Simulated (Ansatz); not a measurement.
# PbS (h-MgO (five-fold) type): maximally localised Wannier functions, part 3 of 3

Aim: build maximally localised Wannier functions for PbS (h-MgO (five-fold) type) from several sets of trial orbitals, and check spreads and centres, and how well the models interpolate the bands. The runs, in order: PBE, anion s p, 6×6×4; PBE, anion s p, 6×6×2; PBE, anion p, 6×6×4; PBE, all s p, disentangled, 6×6×4; r2SCAN, anion s p, 6×6×4; r2SCAN, anion p, 6×6×4; HSE06, anion s p, 6×6×4; HSE06, anion p, 6×6×4 (level, trial orbitals, Wannier mesh).

Ansatz 0.2.0; plane waves, PAW; no spin-orbit coupling unless a run is so named.

### 6 r2SCAN, anion s p, 6×6×4

File input.yaml:

```yaml
crystal:
  lattice:
    - [4.9970879619, 0.0, 0.0]
    - [-2.4985439809, 4.3276051199, 0.0]
    - [0.0, 0.0, 5.9970707141]
  atoms:
    - { symbol: Pb, position: [0.3333333333, 0.6666666667, 0.25] }
    - { symbol: Pb, position: [0.6666666667, 0.3333333333, 0.75] }
    - { symbol: S, position: [0.6666666667, 0.3333333333, 0.25] }
    - { symbol: S, position: [0.3333333333, 0.6666666667, 0.75] }
kpoints:
  mp_grid: { grid: [6, 6, 4] }
  band_path:
    path:
      - [[0.0, 0.0, 0.0], [0.5, -4.363292015109e-17, 0.0], [0.3333333333333, 0.3333333333333, 0.0], [0.0, 0.0, 0.0], [0.0, 0.0, 0.5], [0.5, -4.363292015109e-17, 0.5], [0.3333333333333, 0.3333333333333, 0.5], [0.0, 0.0, 0.5]]
      - [[0.5, -4.363292015109e-17, 0.5], [0.5, -4.363292015109e-17, 0.0]]
      - [[0.3333333333333, 0.3333333333333, 0.5], [0.3333333333333, 0.3333333333333, 0.0]]
    npoints: 10
hamiltonian:
  xc: r2scan
scf:
  occupations: { method: fixed }
  n_extra_bands: 6
output:
  forces: false
  stress: false
  eigenvalues: true
  wannier:
    kmesh: [6, 6, 4]
    projections: [{ species: S, l: s, shell: 3 }, { species: S, l: p, shell: 3 }]
    minimise: true
    write_hr: true
    conv_tol: 1.0e-08
    max_iter: 3000
  write_density: true
  write_potential: true
  elf: true
  volumetric_format: npy
```

Launch:

```bash
$ ansatz run input.yaml --threads 4 --pin off --max-ram 3686MiB --backend cpu --events-out ev --progress --plain --runs-dir out
```

The log of the run, shortened:

```text
Warning: RAYON_NUM_THREADS=4 ignored (pool sized by the plan → 4); use --threads N
scf.n_extra_bands = 6 over 20 filled bands (N_el = 40.0): the run solves 26 bands
[...]
Pseudopotentials: kind: paw
Pseudopotential: Pb, paw, valence charge 14, recommended cutoff 500 eV (meta_gga), Pb.paw.azcp
Pseudopotential: S, paw, valence charge 6, recommended cutoff 500 eV (meta_gga), S.paw.azcp
Functional definition: r2SCAN
[...]
Crystal: 4 atoms, lattice volume = 129.689 Å³
[...]
SCF converged after 7 iterations
Free energy (F): -25655.529141 eV
[...]
E sigma→0 (E₀):  -25655.529141 eV
Fermi energy:    5.678249 eV
[...]
--- Band table (eV; the first three rows and the last of 21) ---
[... band rows left out ...]
[...]
Wannier search: line search 1 of at most 3000: gauge-dependent spread (as the search counts it) 3.5294822 Å², largest recent change 3.9e-1 Å² and fall left 1.0e-2 Å² against conv_tol 1.0e-8 Å², 0 stops escaped
```

It took 6.6 s on 4 threads of Arm Neoverse V2, shared host; peak memory 0.71 GiB.

wannier.win names the bands that the functions span: 11-12, 15-20 (counted from 1; 20 are filled).

The head of wannier.spreads.toml:

```toml
omega_i_ang2 = 23.285891289123242
omega_d_ang2 = 0.07451343770685738
omega_od_ang2 = 1.7042213157350918
omega_total_ang2 = 25.06462604256519
least_projectability = 0.46343501495748773
b_vectors_match_mmn = true
n_iter = 41
converged = true
rejected_fitted_steps = 3
```

The functions (centres in Å, on-site energies from the top of the filled bands):

| n | x | y | z | spread (Å²) | on-site (eV) | nearest atoms | distance (Å) |
| --- | --- | --- | --- | --- | --- | --- | --- |
| 1 | 1.950 | 1.759 | 1.563 | 2.922 | -5.617 | S3 | 0.64 |
| 2 | 0.548 | 2.568 | 4.562 | 2.922 | -5.617 | S4 | 0.64 |
| 3 | 2.499 | 1.443 | 1.288 | 3.767 | -2.772 | S3 | 0.21 |
| 4 | 3.047 | 1.759 | 1.563 | 2.922 | -5.617 | S3 | 0.64 |
| 5 | 2.499 | 0.809 | 1.563 | 2.922 | -5.617 | S3 | 0.64 |
| 6 | 0.000 | 2.885 | 4.286 | 3.767 | -2.772 | S4 | 0.21 |
| 7 | -0.548 | 2.568 | 4.562 | 2.922 | -5.617 | S4 | 0.64 |
| 8 | 0.000 | 3.518 | 4.562 | 2.922 | -5.617 | S4 | 0.64 |

Along the path each interpolated band stays within 0.00, 0.00, 0.03, 0.03, 0.06, 0.04, 0.07, 0.10 eV of the nearest computed level, from the lowest band up.

### 7 r2SCAN, anion p, 6×6×4

Edit input.yaml of step 6 so:

```diff
@@ -29,3 +29,3 @@
     kmesh: [6, 6, 4]
-    projections: [{ species: S, l: s, shell: 3 }, { species: S, l: p, shell: 3 }]
+    projections: [{ species: S, l: p, shell: 3 }]
     minimise: true
```

Launch:

```bash
$ ansatz run input.yaml --threads 4 --pin off --max-ram 3686MiB --backend cpu --events-out ev --progress --plain --runs-dir out
```

The log of the run, shortened:

```text
Warning: RAYON_NUM_THREADS=4 ignored (pool sized by the plan → 4); use --threads N
scf.n_extra_bands = 6 over 20 filled bands (N_el = 40.0): the run solves 26 bands
[...]
[... 4 set-up lines as earlier in the session ...]
[...]
Crystal: 4 atoms, lattice volume = 129.689 Å³
[...]
SCF converged after 7 iterations
Free energy (F): -25655.529141 eV
[...]
E sigma→0 (E₀):  -25655.529141 eV
Fermi energy:    5.678249 eV
[...]
--- Band table (eV; the first three rows and the last of 21) ---
[... band rows left out ...]
[...]
Wannier search: line search 1 of at most 3000: gauge-dependent spread (as the search counts it) 0.7936706 Å², largest recent change 8.8e-3 Å² and fall left 4.1e-6 Å² against conv_tol 1.0e-8 Å², 0 stops escaped
```

Run time: 6.7 s. Hardware: 4 threads of Arm Neoverse V2, shared host; peak memory 0.71 GiB.

wannier.win names the bands that the functions span: 15-20 (counted from 1; 20 are filled).

The head of wannier.spreads.toml:

```toml
omega_i_ang2 = 22.92565386804567
omega_d_ang2 = 0.16310170779114916
omega_od_ang2 = 0.6305364956276432
omega_total_ang2 = 23.719292071464462
least_projectability = 0.47632574629389507
b_vectors_match_mmn = true
n_iter = 38
converged = true
rejected_fitted_steps = 1
```

The functions (centres in Å, on-site energies from the top of the filled bands):

| n | x | y | z | spread (Å²) | on-site (eV) | nearest atoms | distance (Å) |
| --- | --- | --- | --- | --- | --- | --- | --- |
| 1 | 2.499 | 1.443 | 1.499 | 3.903 | -2.346 | S3 | 0.00 |
| 2 | 2.309 | 1.645 | 1.499 | 3.978 | -2.324 | S3 | 0.28 |
| 3 | 2.682 | 1.239 | 1.499 | 3.979 | -2.322 | S3 | 0.27 |
| 4 | 0.000 | 2.885 | 4.498 | 3.903 | -2.346 | S4 | 0.00 |
| 5 | -0.190 | 2.682 | 4.498 | 3.978 | -2.324 | S4 | 0.28 |
| 6 | 0.183 | 3.088 | 4.498 | 3.979 | -2.322 | S4 | 0.27 |

Along the path each interpolated band stays within 0.03, 0.03, 0.06, 0.04, 0.07, 0.10 eV of the nearest computed level, from the lowest band up.

### 8 HSE06, anion s p, 6×6×4

File input.yaml:

```yaml
crystal:
  lattice:
    - [4.9970879619, 0.0, 0.0]
    - [-2.4985439809, 4.3276051199, 0.0]
    - [0.0, 0.0, 5.9970707141]
  atoms:
    - { symbol: Pb, position: [0.3333333333, 0.6666666667, 0.25] }
    - { symbol: Pb, position: [0.6666666667, 0.3333333333, 0.75] }
    - { symbol: S, position: [0.6666666667, 0.3333333333, 0.25] }
    - { symbol: S, position: [0.3333333333, 0.6666666667, 0.75] }
kpoints:
  mp_grid: { grid: [6, 6, 4] }
  band_path:
    path:
      - [0.0, 0.0, 0.0]
      - [0.5, 0.0, 0.0]
      - [0.3333333333, 0.3333333333, 0.0]
      - [0.0, 0.0, 0.5]
      - [0.5, 0.0, 0.5]
      - [0.3333333333, 0.3333333333, 0.5]
    npoints: 1
hamiltonian:
  xc: hse06
scf:
  occupations: { method: fixed }
  n_extra_bands: 6
output:
  forces: false
  stress: false
  eigenvalues: true
  wannier:
    kmesh: [6, 6, 4]
    projections: [{ species: S, l: s, shell: 3 }, { species: S, l: p, shell: 3 }]
    minimise: true
    write_hr: true
    conv_tol: 1.0e-08
    max_iter: 3000
```

Launch:

```bash
$ ansatz run input.yaml --threads 4 --pin off --max-ram 3686MiB --backend cpu --events-out ev --progress --plain --runs-dir out
```

The log of the run, shortened:

```text
Warning: RAYON_NUM_THREADS=4 ignored (pool sized by the plan → 4); use --threads N
scf.n_extra_bands = 6 over 20 filled bands (N_el = 40.0): the run solves 26 bands
[...]
[... 3 set-up lines as earlier in the session ...]
Functional definition: HSE06
[...]
Free energy (F): -25627.003482 eV
Frozen-core exchange: fock
[...]
E sigma→0 (E₀):  -25627.003482 eV
Fermi energy:    5.520233 eV
[...]
--- Band table (eV; the first three rows and the last of 21) ---
[... band rows left out ...]
[...]
Wannier search: line search 1 of at most 3000: gauge-dependent spread (as the search counts it) 3.4904510 Å², largest recent change 4.0e-1 Å² and fall left 1.1e-2 Å² against conv_tol 1.0e-8 Å², 0 stops escaped
```

It took 5 min on 4 threads of Arm Neoverse V2, shared host; peak memory 3.2 GiB.

wannier.win names the bands that the functions span: 11-12, 15-20 (counted from 1; 20 are filled).

The head of wannier.spreads.toml:

```toml
omega_i_ang2 = 23.124683476428856
omega_d_ang2 = 0.07044807764103896
omega_od_ang2 = 1.6733471934090993
omega_total_ang2 = 24.868478747478996
least_projectability = 0.45758160958902944
b_vectors_match_mmn = true
n_iter = 35
converged = true
rejected_fitted_steps = 0
```

The functions (centres in Å, on-site energies from the top of the filled bands):

| n | x | y | z | spread (Å²) | on-site (eV) | nearest atoms | distance (Å) |
| --- | --- | --- | --- | --- | --- | --- | --- |
| 1 | 2.499 | 1.443 | 1.299 | 3.783 | -2.972 | S3 | 0.20 |
| 2 | 0.550 | 2.568 | 4.437 | 2.884 | -6.028 | S4 | 0.64 |
| 3 | 1.949 | 1.760 | 1.560 | 2.884 | -6.028 | S3 | 0.64 |
| 4 | 3.048 | 1.760 | 1.560 | 2.884 | -6.028 | S3 | 0.64 |
| 5 | 2.499 | 0.808 | 1.560 | 2.884 | -6.028 | S3 | 0.64 |
| 6 | 0.000 | 2.885 | 4.698 | 3.783 | -2.972 | S4 | 0.20 |
| 7 | -0.550 | 2.568 | 4.437 | 2.884 | -6.028 | S4 | 0.64 |
| 8 | 0.000 | 3.520 | 4.437 | 2.884 | -6.028 | S4 | 0.64 |

### 9 HSE06, anion p, 6×6×4

Edit input.yaml of step 8 so:

```diff
@@ -32,3 +32,3 @@
     kmesh: [6, 6, 4]
-    projections: [{ species: S, l: s, shell: 3 }, { species: S, l: p, shell: 3 }]
+    projections: [{ species: S, l: p, shell: 3 }]
     minimise: true
```

Launch:

```bash
$ ansatz run input.yaml --threads 4 --pin off --max-ram 3686MiB --backend cpu --events-out ev --progress --plain --runs-dir out
```

The log of the run, shortened:

```text
Warning: RAYON_NUM_THREADS=4 ignored (pool sized by the plan → 4); use --threads N
scf.n_extra_bands = 6 over 20 filled bands (N_el = 40.0): the run solves 26 bands
[...]
[... 4 set-up lines as earlier in the session ...]
[...]
Free energy (F): -25627.003482 eV
Frozen-core exchange: fock
[...]
E sigma→0 (E₀):  -25627.003482 eV
Fermi energy:    5.520233 eV
[...]
--- Band table (eV; the first three rows and the last of 21) ---
[... band rows left out ...]
[...]
Wannier search: line search 1 of at most 3000: gauge-dependent spread (as the search counts it) 0.7736538 Å², largest recent change 8.5e-3 Å² and fall left 3.5e-6 Å² against conv_tol 1.0e-8 Å², 0 stops escaped
```

It took 4.9 min on 4 threads of Arm Neoverse V2, shared host; peak memory 3.2 GiB.

wannier.win names the bands that the functions span: 15-20 (counted from 1; 20 are filled).

The head of wannier.spreads.toml:

```toml
omega_i_ang2 = 22.801662167433378
omega_d_ang2 = 0.14875369081920653
omega_od_ang2 = 0.6248730040057373
omega_total_ang2 = 23.575288862258322
least_projectability = 0.46984041633511825
b_vectors_match_mmn = true
n_iter = 30
converged = true
rejected_fitted_steps = 1
```

The functions (centres in Å, on-site energies from the top of the filled bands):

| n | x | y | z | spread (Å²) | on-site (eV) | nearest atoms | distance (Å) |
| --- | --- | --- | --- | --- | --- | --- | --- |
| 1 | 2.499 | 1.443 | 1.499 | 3.910 | -2.561 | S3 | 0.00 |
| 2 | 2.294 | 1.635 | 1.499 | 3.938 | -2.520 | S3 | 0.28 |
| 3 | 2.697 | 1.250 | 1.499 | 3.940 | -2.518 | S3 | 0.28 |
| 4 | 0.000 | 2.885 | 4.498 | 3.910 | -2.561 | S4 | 0.00 |
| 5 | -0.205 | 2.693 | 4.498 | 3.938 | -2.520 | S4 | 0.28 |
| 6 | 0.198 | 3.077 | 4.498 | 3.940 | -2.518 | S4 | 0.28 |

### 10 Comparison

| run | functions | total spread (Å²) | invariant part (Å²) | mean spread (Å²) | largest miss of a band (eV) | time |
| --- | --- | --- | --- | --- | --- | --- |
| PBE, anion s p, 6×6×4 | 8 | 25.532 | 23.702 | 3.191 | 0.11 | 4 s |
| PBE, anion s p, 6×6×2 | 8 | 22.919 | 21.092 | 2.865 | 0.30 | 3.5 s |
| PBE, anion p, 6×6×4 | 6 | 24.150 | 23.273 | 4.025 | 0.11 | 4 s |
| PBE, all s p, disentangled, 6×6×4 | 16 | 28.647 | 24.035 | 1.790 | 0.74 | 22 s |
| r2SCAN, anion s p, 6×6×4 | 8 | 25.065 | 23.286 | 3.133 | 0.10 | 6.6 s |
| r2SCAN, anion p, 6×6×4 | 6 | 23.719 | 22.926 | 3.953 | 0.10 | 6.7 s |
| HSE06, anion s p, 6×6×4 | 8 | 24.868 | 23.125 | 3.109 | not checked | 5 min |
| HSE06, anion p, 6×6×4 | 6 | 23.575 | 22.802 | 3.929 | not checked | 4.9 min |

### 11 Summary of results

This closing draws on all 3 parts.

```
                                       quantity                                 value
            total spread, PBE, anion s p, 6×6×4             25.53 Å² over 8 functions
            total spread, PBE, anion s p, 6×6×2             22.92 Å² over 8 functions
              total spread, PBE, anion p, 6×6×4             24.15 Å² over 6 functions
total spread, PBE, all s p, disentangled, 6×6×4            28.65 Å² over 16 functions
         total spread, r2SCAN, anion s p, 6×6×4             25.06 Å² over 8 functions
           total spread, r2SCAN, anion p, 6×6×4             23.72 Å² over 6 functions
          total spread, HSE06, anion s p, 6×6×4             24.87 Å² over 8 functions
            total spread, HSE06, anion p, 6×6×4             23.58 Å² over 6 functions
                       centres of the first set  0.15 to 0.64 Å from the nearest atom
```

In words: With PBE, anion s p, 6×6×4 the 8 functions move off the atoms, with a mean spread of 3.19 Å²; 93 % of the total is gauge invariant. On one set and mesh the functional gives 25.53 (PBE), 25.06 (r2SCAN), 24.87 (HSE06) Å². The disentangled models miss some band by up to 0.7 eV, which may lie outside their frozen windows.
